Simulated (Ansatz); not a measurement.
# Thickness series of a ZrC/ZnO/Hf junction, part 5 of 5

Aim: the conductance of ZrC/ZnO/Hf junctions as the barrier thickens. The lower electrode is ZrC rock salt(111), the upper one Hf hcp(0001); the barrier is ZnO wurtzite(0001) (whole bilayers). In the first transport cell, after relaxation, the nearest pair of electrode and barrier is C–O at 1.41 Å, along the normal, at the lower face and Hf–Zn at 2.97 Å, at a slant, at the upper one. All share a net of side 3.31 Å, which strains the lower electrode by -0.6 %, the upper one by +3.4 % and the barrier by +0.6 %, against typed lattice constants near PBE's. The first steps treat the bulk electrodes alone.

Ansatz 0.2.0; PBE DFT, plane waves, PAW files (the session's first sound run).

So far, transmission at the Fermi level (a spin, zone mean): step 5 (transmission over a wide range of energy) 0.00162; step 6 (conductance on a fine mesh, atomic planes in the barrier 4, gap between the …) 0.00512; step 7 (conductance, 34 atoms) 0.00209. Also channels of the lower lead: step 5 0.25.

## (8) Conductance, atomic planes in the barrier 12, gap between the electrodes 17.87 Å

Level of this step: PBE DFT, plane waves, PAW files; ballistic transmission by layer matching between semi-infinite leads (Ansatz).

System of this step: ZrC/ZnO/Hf. The cell holds 38 atoms: 8 C, 7 Zr, 6 O, 6 Zn and 11 Hf. Cell: a = 3.310 Å, b = 3.310 Å, c = 75.803 Å, α = 90.0°, β = 90.0°, γ = 120.0°. Regions: left electrode, 15 atoms (8 C and 7 Zr); barrier, 12 atoms (6 O and 6 Zn); right electrode, 11 atoms (11 Hf). Vacuum lies along c.

Barrier layers are added or taken out in the middle, and the relaxed faces stay.

File input.yaml:

```yaml
crystal:
  lattice:
    - [3.31, 0.0, 0.0]
    - [-1.655, 2.8665440865, 0.0]
    - [0.0, 0.0, 75.8031057658]
  atoms:
    - { symbol: C, position: [0.66666667, 0.33333333, 0.0923445013] }
    - { symbol: Zr, position: [0.0, 0.0, 0.1103377715] }
    - { symbol: C, position: [0.33333333, 0.66666667, 0.1283310416] }
    - { symbol: Zr, position: [0.66666667, 0.33333333, 0.1463243118] }
    - { symbol: C, position: [0.0, 0.0, 0.1643175819] }
    - { symbol: Zr, position: [0.33333333, 0.66666667, 0.1823108521] }
    - { symbol: C, position: [0.66666667, 0.33333333, 0.2003041222] }
    - { symbol: Zr, position: [0.0, 0.0, 0.2182973924] }
    - { symbol: C, position: [0.33333333, 0.66666667, 0.2362906625] }
    - { symbol: Zr, position: [0.66666667, 0.33333333, 0.2542839327] }
    - { symbol: C, position: [0.0, 0.0, 0.2722772028] }
    - { symbol: Zr, position: [0.33333333, 0.66666667, 0.290270473] }
    - { symbol: C, position: [0.66666667, 0.33333333, 0.3082637431] }
    - { symbol: Zr, position: [0.0, 0.0, 0.3262570133] }
    - { symbol: C, position: [0.33333333, 0.66666667, 0.3455644073] }
    - { symbol: O, position: [0.33333333, 0.66666667, 0.3641897952] }
    - { symbol: Zn, position: [0.66666667, 0.33333333, 0.3748259837] }
    - { symbol: O, position: [0.66666667, 0.33333333, 0.4003654418] }
    - { symbol: Zn, position: [0.33333333, 0.66666667, 0.4099449311] }
    - { symbol: O, position: [0.33333333, 0.66666667, 0.4357412595] }
    - { symbol: Zn, position: [0.66666667, 0.33333333, 0.4448797535] }
    - { symbol: O, position: [0.66666667, 0.33333333, 0.4707732967] }
    - { symbol: Zn, position: [0.33333333, 0.66666667, 0.480352786] }
    - { symbol: O, position: [0.33333333, 0.66666667, 0.5061491144] }
    - { symbol: Zn, position: [0.66666667, 0.33333333, 0.5152876084] }
    - { symbol: O, position: [0.66666667, 0.33333333, 0.5411811516] }
    - { symbol: Zn, position: [0.33333333, 0.66666667, 0.5513531956] }
    - { symbol: Hf, position: [0.66666667, 0.33333333, 0.5813439659] }
    - { symbol: Hf, position: [0.33333333, 0.66666667, 0.6131472136] }
    - { symbol: Hf, position: [0.66666667, 0.33333333, 0.6458703564] }
    - { symbol: Hf, position: [0.33333333, 0.66666667, 0.6785934991] }
    - { symbol: Hf, position: [0.66666667, 0.33333333, 0.7113166419] }
    - { symbol: Hf, position: [0.33333333, 0.66666667, 0.7440397847] }
    - { symbol: Hf, position: [0.66666667, 0.33333333, 0.7767629275] }
    - { symbol: Hf, position: [0.33333333, 0.66666667, 0.8094860703] }
    - { symbol: Hf, position: [0.66666667, 0.33333333, 0.8422092131] }
    - { symbol: Hf, position: [0.33333333, 0.66666667, 0.8749323559] }
    - { symbol: Hf, position: [0.66666667, 0.33333333, 0.9076554987] }
kpoints:
  mp_grid: { grid: [12, 12, 1] }
scf:
  occupations: { method: fermi_dirac, width: 0.1 }
  max_iter: 150
hamiltonian:
  xc: pbe
output:
  transmission:
    kmesh: [30, 30]
    e_range: [-0.26, 0.27]
    de: 0.0375
    leads: [[6, 8], [32, 34]]
```

Run with:

```sh
ansatz run input.yaml --threads 4 --pin off --max-ram 10240MiB --backend cpu --events-out ev --progress --plain --runs-dir out
```

Numbers of over 12 decimals in the logs are rounded to 6 here.

The program printed:

```text
[...]
Crystal: 38 atoms, lattice volume = 719.240 Å³
Basis set: ecut = 420 eV, 14281 PW (Γ)
Bands: 306, of which v1, the nominal top of the filled ones, is band 255 counted from 1 (254 counted from 0)
Symmetry: 6 space group operations
[...]
k-points: 19 of 144 (time reversal used)
[...]
channels       : 3.000000e-1 a spin
[...]
slowest decay  : 0.0173 /Å at (0.3333, 0.0667)
[...]
filled         : 26.2 meV under the level at which it is neutral
    channels       : 6.311111e-1 a spin
[...]
slowest decay  : 0.0359 /Å at (0.1000, 0.1000)
  junction   : crystal 0 to crystal 1, 16.40 to 53.38 Å
    transmission   : 5.087802e-4 a spin
[...]
resistance     : 2.2888e0 Ω µm² beyond half of each lead's own
[key lines of the parts left out:]
SCF converged after 15 iterations
Free energy (F): -227553.352513 eV
Fermi energy:    11.463608 eV
```

The job ended after 9.3 min (4 threads of Arm Neoverse V1, shared host; peak memory 5.9 GiB).

One spin. The transmission, zone mean by energy, zero at the Fermi level:

| energy (eV) | transmission, zone mean |
| --- | --- |
| -0.260 | 0.00340 |
| -0.223 | 0.00159 |
| -0.185 | 0.00107 |
| -0.147 | 0.00121 |
| -0.110 | 8.3e-4 |
| -0.072 | 3.0e-4 |
| -0.035 | 2.8e-4 |
| 0.003 | 5.1e-4 |
| 0.040 | 7.7e-4 |
| 0.077 | 7.2e-4 |
| 0.115 | 8.7e-4 |
| 0.152 | 9.4e-4 |
| 0.190 | 8.5e-4 |
| 0.228 | 0.00100 |
| 0.265 | 0.00131 |

G = 4.4e11 S/m² (1/G = 2.29 Ω µm²), 0.24 times the step before of this kind. Apart from band edges and resonances, the largest error estimate is 171 %, from the leads' potential steps. For edges and narrow resonances that could lie between the energies solved the program puts 480 %, while dropping every other energy moves G by 4.7 %. In the worse lead the potential repeats within 54 meV, which the program flags as too much for a lead, so G carries that doubt.

## (9) The series together

Times are for 4 threads of Arm Neoverse V1, shared host. The runs compared:

| no. | gap between the electrodes (Å) | junction conductance (S/m²) | resistance-area product beyond the leads (Ω um²) | time | memory (GiB) |
| --- | --- | --- | --- | --- | --- |
| 1 | 7.2 | 4.34e12 | 0.2272 | 6.1 min | 4.6 |
| 2 | 12.54 | 1.84e12 | 0.5396 | 7 min | 5.3 |
| 3 | 17.87 | 4.36e11 | 2.289 | 9.3 min | 5.9 |

The runs together. Table of transmission, zone mean by energy, zero at the Fermi level:

| energy (eV) | 7.2 | 12.54 | 17.87 |
| --- | --- | --- | --- |
| -0.260 | 0.00129 | 0.0233 | 0.00340 |
| -0.223 | 0.00191 | 0.0261 | 0.00159 |
| -0.185 | 0.00364 | 0.0112 | 0.00107 |
| -0.147 | 0.00845 | 0.0108 | 0.00121 |
| -0.110 | 0.00883 | 0.00703 | 8.3e-4 |
| -0.072 | 0.00130 | 0.00267 | 3.0e-4 |
| -0.035 | 0.00212 | 0.00152 | 2.8e-4 |
| 0.003 | 0.00512 | 0.00209 | 5.1e-4 |
| 0.040 | 0.00843 | 0.00259 | 7.7e-4 |
| 0.077 | 0.00705 | 0.00212 | 7.2e-4 |
| 0.115 | 0.0143 | 0.00184 | 8.7e-4 |
| 0.152 | 0.00343 | 0.00145 | 9.4e-4 |
| 0.190 | 0.00353 | 0.00125 | 8.5e-4 |
| 0.228 | 0.00413 | 0.00107 | 0.00100 |
| 0.265 | 0.0101 | 9.8e-4 | 0.00131 |

## (10) Decay with thickness

This step: Fit of the logarithm of the conductance against the barrier's thickness, from PBE DFT, plane waves, PAW files (Ansatz 0.2.0).

No new run: the logarithm is fitted against the thickness.

Numbers from this step:

| Quantity | Value |
| --- | --- |
| decay constant of the conductance | 0.22 Å⁻¹ |
| r.m.s. misfit of ln G | 0.14 |

From the end points alone, β = ln(4.34e+12 / 4.36e+11) / 10.67 Å = 2.30 / 10.67 Å = 0.22 Å⁻¹. One end point carries an error estimate of 171 %; a factor of 2.7 on it would move β by 0.09 Å⁻¹.

## (11) The same cell, other settings

This step: r2SCAN DFT, plane waves, PAW files; ballistic transmission by layer matching between semi-infinite leads; changed: crystal.symmetry = {"detect": false}, hamiltonian.xc = "r2scan" (Ansatz 0.2.0).

System of this step: ZrC/ZnO/Hf. The cell holds 34 atoms: 8 C, 7 Zr, 4 O, 4 Zn and 11 Hf. Cell: a = 3.310 Å, b = 3.310 Å, c = 70.466 Å, α = 90.0°, β = 90.0°, γ = 120.0°. Regions: left electrode, 15 atoms (8 C and 7 Zr); barrier, 8 atoms (4 O and 4 Zn); right electrode, 11 atoms (11 Hf). Vacuum lies along c.

This run repeats an earlier one, its twin (the spectrum run, 8 atomic planes between the electrodes), with two settings changed (hamiltonian.xc, crystal.symmetry.detect; files written aside). It is meant to test how much rests on the functional and whether the numerical route changes the result or only the time. Where the input is shown as a difference, that is against the step before, not the twin.

File input.yaml:

```yaml
crystal:
  lattice:
    - [3.31, 0.0, 0.0]
    - [-1.655, 2.8665440865, 0.0]
    - [0.0, 0.0, 70.4659716957]
  atoms:
    - { symbol: C, position: [0.66666667, 0.33333333, 0.0993387281] }
    - { symbol: Zr, position: [0.0, 0.0, 0.1186948191] }
    - { symbol: C, position: [0.33333333, 0.66666667, 0.1380509101] }
    - { symbol: Zr, position: [0.66666667, 0.33333333, 0.1574070011] }
    - { symbol: C, position: [0.0, 0.0, 0.1767630921] }
    - { symbol: Zr, position: [0.33333333, 0.66666667, 0.1961191831] }
    - { symbol: C, position: [0.66666667, 0.33333333, 0.2154752741] }
    - { symbol: Zr, position: [0.0, 0.0, 0.234831365] }
    - { symbol: C, position: [0.33333333, 0.66666667, 0.254187456] }
    - { symbol: Zr, position: [0.66666667, 0.33333333, 0.273543547] }
    - { symbol: C, position: [0.0, 0.0, 0.292899638] }
    - { symbol: Zr, position: [0.33333333, 0.66666667, 0.312255729] }
    - { symbol: C, position: [0.66666667, 0.33333333, 0.33161182] }
    - { symbol: Zr, position: [0.0, 0.0, 0.350967911] }
    - { symbol: C, position: [0.33333333, 0.66666667, 0.3717376584] }
    - { symbol: O, position: [0.33333333, 0.66666667, 0.3917737441] }
    - { symbol: Zn, position: [0.66666667, 0.33333333, 0.4032155238] }
    - { symbol: O, position: [0.66666667, 0.33333333, 0.4306893555] }
    - { symbol: Zn, position: [0.33333333, 0.66666667, 0.4409944009] }
    - { symbol: O, position: [0.33333333, 0.66666667, 0.4687445584] }
    - { symbol: Zn, position: [0.66666667, 0.33333333, 0.4785752072] }
    - { symbol: O, position: [0.66666667, 0.33333333, 0.5064299426] }
    - { symbol: Zn, position: [0.33333333, 0.66666667, 0.5173724232] }
    - { symbol: Hf, position: [0.66666667, 0.33333333, 0.5496347121] }
    - { symbol: Hf, position: [0.33333333, 0.66666667, 0.5838467564] }
    - { symbol: Hf, position: [0.66666667, 0.33333333, 0.6190483692] }
    - { symbol: Hf, position: [0.33333333, 0.66666667, 0.6542499821] }
    - { symbol: Hf, position: [0.66666667, 0.33333333, 0.6894515949] }
    - { symbol: Hf, position: [0.33333333, 0.66666667, 0.7246532077] }
    - { symbol: Hf, position: [0.66666667, 0.33333333, 0.7598548206] }
    - { symbol: Hf, position: [0.33333333, 0.66666667, 0.7950564334] }
    - { symbol: Hf, position: [0.66666667, 0.33333333, 0.8302580463] }
    - { symbol: Hf, position: [0.33333333, 0.66666667, 0.8654596591] }
    - { symbol: Hf, position: [0.66666667, 0.33333333, 0.9006612719] }
  symmetry: { detect: false }
kpoints:
  mp_grid: { grid: [12, 12, 1] }
scf:
  occupations: { method: fermi_dirac, width: 0.1 }
  max_iter: 150
hamiltonian:
  xc: r2scan
output:
  transmission:
    kmesh: [12, 12]
    e_range: [-4, 2]
    de: 0.1
    leads: [[6, 8], [28, 30]]
  dos: { projected: true, e_range: [-6, 5], de: 0.05 }
  write_potential: true
  write_density: true
  volumetric_format: npy
```

The program printed:

```text
Engine: ansatz 0.2.0, aarch64-unknown-linux-gnu
Pseudopotentials: kind: paw
Pseudopotential: C, paw, valence charge 4, recommended cutoff 500 eV (meta_gga), C.paw.azcp
Pseudopotential: Zr, paw, valence charge 12, recommended cutoff 500 eV (meta_gga), Zr.paw.azcp
Pseudopotential: O, paw, valence charge 6, recommended cutoff 500 eV (meta_gga), O.paw.azcp
Pseudopotential: Zn, paw, valence charge 12, recommended cutoff 500 eV (meta_gga), Zn.paw.azcp
Pseudopotential: Hf, paw, valence charge 26, recommended cutoff 500 eV (meta_gga), Hf.paw.azcp
Functional definition: r2SCAN
  parameter k0 = 0.174
  parameter k1 = 0.065
  parameter a1 = 4.9479
  exchange = r2scan_x(k0 = k0, k1 = k1, a1 = a1)
  correlation = r2scan_c
Crystal: 34 atoms, lattice volume = 668.600 Å³
Basis set: ecut = 500 eV, 16745 PW (Γ), exchange–correlation on 100×100×2160 points (64 copies of the dense FFT grid, shifted against one another)
Bands: 285, of which v1, the nominal top of the filled ones, is band 237 counted from 1 (236 counted from 0)
Symmetry: 1 space group operations
k-points: 74 of 144 (time reversal used)
Non-local potential: C, projectors of the file, l = 0: 2, l = 1: 2, l = 2: 1
Non-local potential: Zr, projectors of the file, l = 0: 3, l = 1: 2, l = 2: 2, l = 3: 2
Non-local potential: O, projectors of the file, l = 0: 2, l = 1: 2, l = 2: 1
Non-local potential: Zn, projectors of the file, l = 0: 2, l = 1: 2, l = 2: 3, l = 3: 1
Non-local potential: Hf, projectors of the file, l = 0: 3, l = 1: 2, l = 2: 2, l = 3: 3
PAW form: soft (Blöchl's): semilocal exchange-correlation on the pseudo side does not see the compensation charge
PAW frozen core: C, regenerated for the run's functional (the file was generated under x = pbe(κ = 0.804, μ = 0.219515), c = pbe(β = 0.066725))
PAW frozen core: Zr, regenerated for the run's functional (the file was generated under x = pbe(κ = 0.804, μ = 0.219515), c = pbe(β = 0.066725))
PAW frozen core: O, regenerated for the run's functional (the file was generated under x = pbe(κ = 0.804, μ = 0.219515), c = pbe(β = 0.066725))
PAW frozen core: Zn, regenerated for the run's functional (the file was generated under x = pbe(κ = 0.804, μ = 0.219515), c = pbe(β = 0.066725))
PAW frozen core: Hf, regenerated for the run's functional (the file was generated under x = pbe(κ = 0.804, μ = 0.219515), c = pbe(β = 0.066725))
PAW one-centre angular grid: C, 302 points (default); XC on 239 of its mesh's 2573 points in the sphere
PAW one-centre angular grid: Zr, 590 points (default); XC on 160 Gauss nodes
PAW one-centre angular grid: O, 302 points (default); XC on 160 Gauss nodes
PAW one-centre angular grid: Zn, 590 points (default); XC on 261 of its mesh's 2673 points in the sphere
PAW one-centre angular grid: Hf, 974 points (default); XC on 160 Gauss nodes
[...]
SCF iter  11: F=—  HF=-220025.903177 eV  |F-HF|=—  |Δ(HF+E_count)|=   3.51e-6  Δρ=2.99e-5  dr2=1.18e-4  dr2_τ=2.60e-7  ethr=2.64e-7  ⟨swp⟩=1.4  Hψ=21070  notcnv=0  defer=1021
SCF iter  12: F=—  HF=-220025.903183 eV  |F-HF|=—  |Δ(HF+E_count)|=   5.87e-6  Δρ=1.28e-5  dr2=3.89e-6  dr2_τ=3.29e-8  ethr=2.48e-8  ⟨swp⟩=2.0  Hψ=31667  notcnv=0  defer=1021
SCF iter  13: F=—  HF=-220025.903936 eV  |F-HF|=—  |Δ(HF+E_count)|=   7.53e-4  Δρ=1.02e-5  dr2=6.65e-7  dr2_τ=1.29e-8  ethr=8.22e-10  ⟨swp⟩=2.4  Hψ=35645  notcnv=0  defer=1021
SCF iter  14: F=—  HF=-220025.903936 eV  |F-HF|=—  |Δ(HF+E_count)|=   8.76e-8  Δρ=3.07e-6  dr2=1.47e-7  dr2_τ=3.30e-9  ethr=1.40e-10  ⟨swp⟩=2.9  Hψ=34416  notcnv=0  defer=1021
SCF iter  15: F=—  HF=-220025.903936 eV  |F-HF|=—  |Δ(HF+E_count)|=   2.50e-9  Δρ=1.63e-6  dr2=1.26e-7  dr2_τ=4.96e-10  ethr=2.11e-11  ⟨swp⟩=16.6  Hψ=82674  notcnv=0
SCF iter  16: F=-220025.903936 eV  HF=-220025.903936 eV  |F-HF|=6.22e-8  |Δ(HF+E_count)|=   9.60e-9  Δρ=8.71e-7  dr2=7.35e-8  dr2_τ=2.09e-10  ethr=2.11e-11  ⟨swp⟩=2.1  Hψ=53672  notcnv=0
SCF 1 converged in 16 iterations: F = -220025.903936 eV  dr2 = 7.35e-8
[...]
WARN: the run was ended behind the SCF: a stop after 276 completed steps of the transmission. The result of record stands; what else was asked for is given out only as far as it was finished by then, or is formed of that. The run will not end as completed
SCF converged after 16 iterations
Free energy (F): -220025.903936 eV
Harris-Foulkes:  -220025.903936 eV  (|F-HF|=6.22e-8)
Internal energy: -220025.395799 eV  (E = F + TS)
E sigma→0 (E₀):  -220025.649867 eV
Entropy (-TS):   -0.508137 eV (-14.945 meV/atom)
Fermi energy:    11.716451 eV
--- Per-component energies (eV) ---
  E_band       = -2616.950251
  E_kinetic    = 8892.651553
  E_local      = -1466045.082996  (includes V_loc(G=0)·N_el)
  E_nonlocal   = -10307.713303
  E_hartree    = 728577.562766
  E_xc         = -5364.203305
  E_vxc        = -5845.279808  (∫ρ·V_xc dr)
  E_paw        = -106114.066796  (= ΣΔE_a)
  E_vpaw       = 13223.198808  (= ΣTr[D̂ρ^β])
  E_aug_tail   = 0.004118  (compensation charges beyond the density's cutoff)
  E_vtau       = 310.252531  (kinetic-family band-sum trace: ∫τ·v_τ [+ j·A + Jᵃ·Aᵃ] dr)
  E_ewald      = 630334.125044
  E_core_change = 1.327120  (= ΣΔE_core)
  E_smearing   = -0.508137  (= −TS)
  E_closure    = 0.000000  (closes the sum)
  Σ components = -220025.903936   (vs F -220025.903936, Δ=0.00e0)
--- Band table (eV; the first three rows and the last of 74) ---
  k-point 0: bands = [... 233 lower, 12.5680, 12.5775, 12.5775, 12.5801, 12.5801, 12.6932, 12.6932, 12.7066, ... 44 higher]
  k-point 1: bands = [... 233 lower, 12.2642, 12.3518, 12.3593, 12.3953, 12.4059, 12.4987, 12.5169, 12.6799, ... 44 higher]
  k-point 2: bands = [... 233 lower, 11.7718, 11.7890, 11.9532, 11.9573, 12.0503, 12.0543, 12.0582, 12.3545, ... 44 higher]
  k-point 73: bands = [... 233 lower, 10.8701, 11.2064, 11.2598, 11.7480, 12.0374, 12.0711, 12.1008, 12.1240, ... 44 higher]
Error: SIGTERM received: cancelled by the caller after 276 completed steps of the transmission, in an analysis behind the self-consistent cycle: that cycle's result was reported, and what else the deck asks for behind it is given out only as far as it was finished by then, or is formed of that: a resume of the run directory makes the rest
```

Elapsed: 45 min, on 4 threads; peak memory 9.2 GiB.

The run was cut off at the time limit after its SCF cycle had converged; no result of it is taken.

The program's message: “Error: SIGTERM received: cancelled by the caller after 276 completed steps of the transmission, in an analysis behind the self-consistent cycle: that cycle's result was reported, and what else the dec …”

## (12) What came out

```
1/G at 7.2 Å gap  : 0.230 Ω um²
1/G at 17.9 Å gap : 2.29 Ω um²
decay constant β  : 0.22 Å⁻¹
```

What this shows: A fit of ln G against d gives β = 0.22 Å⁻¹, and step by step the slopes are 0.16 and 0.27 Å⁻¹. They differ by more than a fifth, so the fit is an average; how much of this is a real bend and how much error of the runs wasn't traced. At the Fermi level the layers of the barrier in the wide-window run (8 planes) hold from 0.014 to 0.22 states an eV and atom. For band edges and narrow resonances between the energies solved the program's estimate reaches 480 %, so such features can't be ruled out. The program's largest other error estimate on these conductances is 171 %, from the leads' potential steps, in the run that gave 4.4e11 S/m², so that value may be off by a large factor, and what is derived from it shares the doubt. In 3 of these 3 runs a lead's potential steps by more than 25 meV, which the program flags as too much. No spin-orbit coupling, phonons, disorder or image charges enter; the interfaces are ordered, one cell wide and lattice-matched by strain. Semilocal gaps are too small, which can bring a band edge of the barrier nearer to the Fermi level than it is.

[Logs are printed without paths, hosts, clocks, repeated set-up lines and the standing remarks that a program may print on its own settings, such as how far it seeks lower states.]

[Hosts, paths, dates, database ids (printed as entryN), source tags and the programs' standing remarks are cut or masked in the printed files.]
